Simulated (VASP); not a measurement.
The system is NiO.

```
Ni O
1.0
     0.00000    2.08590    2.08590
     2.08590    0.00000    2.08590
     2.08590    2.08590    0.00000
Ni O
1 1
Direct
  0.00000 0.00000 0.00000
  0.50000 0.50000 0.50000
```

```yaml
Program: VASP 6.6.1
Task: relaxation of cell and atoms
Functional: revPBE
Potentials_or_basis: VASP PAW PBE potentials, release 64 (Ni, O)
Cutoff: 600 eV
k_mesh: 11 × 11 × 11
Occupations: fermi-dirac, width 0.05 eV
Spin: collinear spin, ferromagnetic start
Starting_moments: "[1.0, 0.0] μB"
```

At the start: pressure 10.7 GPa; volume 9.08 Å³/atom.

Task: Where does the relaxation end?

Result: Over 3 steps the energy falls by 17.7 meV/atom and the volume is 9.63 Å³/atom (+6.1 %); space group Fm-3m (No. 225, to 0.05 Å); moment 1.88 μB per cell.

The path:
```csv
step,energy change (eV),largest force (eV/Å),pressure (GPa),volume (Å³)
1,0.0000,0.0000,10.67,18.15
2,-0.0287,0.0000,-4.03,19.79
3,-0.0354,0.0000,0.02,19.27
```

Final structure:
```
Ni O
1.0
     0.00000    2.12772    2.12772
     2.12772    0.00000    2.12772
     2.12772    2.12772    0.00000
Ni O
1 1
Direct
  0.00000 0.00000 0.00000
  0.50000 0.50000 0.50000
```

Caveat: the PAW data sets were made with another functional, which shifts forces and pressure a little; a cell with one magnetic atom can't hold antiferromagnetic order, which such compounds often take.
